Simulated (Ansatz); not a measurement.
# Cu (distorted cell): a single point

Program: Ansatz 0.2.0 through its Python package.

Script `cu.py`:
```python
"""Self-consistent field of Cu at the given structure, distorted."""

from pathlib import Path
import warnings

import ansatz as az
import numpy as np

config = {
    "xc": "pbe",
    "mesh": (7, 7, 2),
    "sigma": 0.1,
}

warnings.simplefilter("ignore", az.DeckWarning)

cell = (
    az.Lattice.of([2.4744, -0.03754, -0.0132], [-1.26972, 2.177, -0.02842], [-0.04308, -0.13199, 8.35115])
    .atom("Cu", [0.99321, 0.99009, 0.99937])
    .atom("Cu", [0.32203, 0.67537, 0.24658])
    .atom("Cu", [0.97484, 0.98643, 0.49647])
    .atom("Cu", [0.67412, 0.33589, 0.75889])
)

# functional, basis and sampling
setup = (
    cell.calculation()
    .functional(config["xc"])
    .kpoints(*config["mesh"], center="gamma")
    .occupations(az.OccupationsMethod.GAUSSIAN, width=config["sigma"])
    .compute(potential=True, density=True, electron_localization_function=True, output_files={"volumetric_format": "npy"})
)
def show(event):
    row = event["data"]
    if event["event"] == "scf_iter" and row.get("harris_foulkes_ev") is not None:
        print(f"  iteration {row['iter']:3d}  Harris-Foulkes {row['harris_foulkes_ev']:.5f} eV  residual {row['dr2_ev']:.2e}")


done = setup.session().plan().execute(on_event=show)
rep = done.report

n_atoms = len(rep["lattice"]["sites"])
print("F =", round(rep["free_energy_ev"], 4), "eV for", n_atoms, "atoms")
print("E(sigma -> 0) =", round(rep["energy_sigma0_ev"], 4), "eV, TS =", round(rep["entropy_ts_ev"], 5), "eV")
print("closed by", rep["closed_by"], "after", rep["n_iterations"], "iterations")

v = done.potential()
line = v.v_es_ev.mean(axis=(0, 1))
print("planar mean of the electrostatic potential along the third grid axis (eV):")
print(np.round(line[:: max(len(line) // 12, 1)], 3))

folder = Path(done.write_results("fields"))
print("densities in e/A^3, potentials in eV, ELF without unit")
for name in sorted(p.name for p in folder.glob("*.npy")):
    field = np.load(folder / name)
    print(f"{name:16s} {str(field.shape):16s} min {field.min():10.4f}  mean {field.mean():10.4f}  max {field.max():10.4f}")
```

```console
$ python cu.py
  iteration   1  Harris-Foulkes -26500.55969 eV  residual 5.37e-03
  iteration   2  Harris-Foulkes -26500.55971 eV  residual 2.68e-03
  iteration   3  Harris-Foulkes -26500.55945 eV  residual 1.18e-03
  iteration   4  Harris-Foulkes -26500.55930 eV  residual 2.03e-04
  iteration   5  Harris-Foulkes -26500.55928 eV  residual 2.45e-05
  iteration   6  Harris-Foulkes -26500.55926 eV  residual 4.43e-06
  iteration   7  Harris-Foulkes -26500.55926 eV  residual 1.43e-06
  iteration   8  Harris-Foulkes -26500.55926 eV  residual 3.97e-07
  iteration   9  Harris-Foulkes -26500.55926 eV  residual 2.34e-08
F = -26500.5593 eV for 4 atoms
E(sigma -> 0) = -26500.5565 eV, TS = 0.00561 eV
closed by deck_thresholds after 9 iterations
planar mean of the electrostatic potential along the third grid axis (eV):
[-0.72  13.438 12.553 -0.677 14.103 12.665 -0.556 14.37  15.361 -0.494
 11.186 13.049]
densities in e/A^3, potentials in eV, ELF without unit
elf.npy          (18, 18, 60)     min     0.1532  mean     0.2308  max     0.9310
rho.npy          (18, 18, 60)     min     0.1451  mean     1.7050  max    69.8345
v_es.npy         (18, 18, 60)     min   -37.9070  mean     8.4823  max    21.0435
v_tot.npy        (18, 18, 60)     min   -67.2290  mean    -3.9268  max    12.2260
```

Caveats:
- Absolute energies stand on the zero of these potentials, so only differences at equal settings mean something. A total without «per atom» is that of the cell as typed.
- For a metal this k-point mesh is coarse: on a finer one energies can move by several to tens of meV an atom and pressures by half a GPa or more, differences at one mesh by less.
- Grid values close to the nuclei reflect the PAW or pseudopotential construction, not the all-electron fields.
- The cell is a database structure, distorted on purpose.
- Hardware and time: 15 s on 1 thread of Arm Neoverse V1, on a shared host, peak memory 0.39 GiB.

(Lines on the test bed's own set-up are left out of the output.)
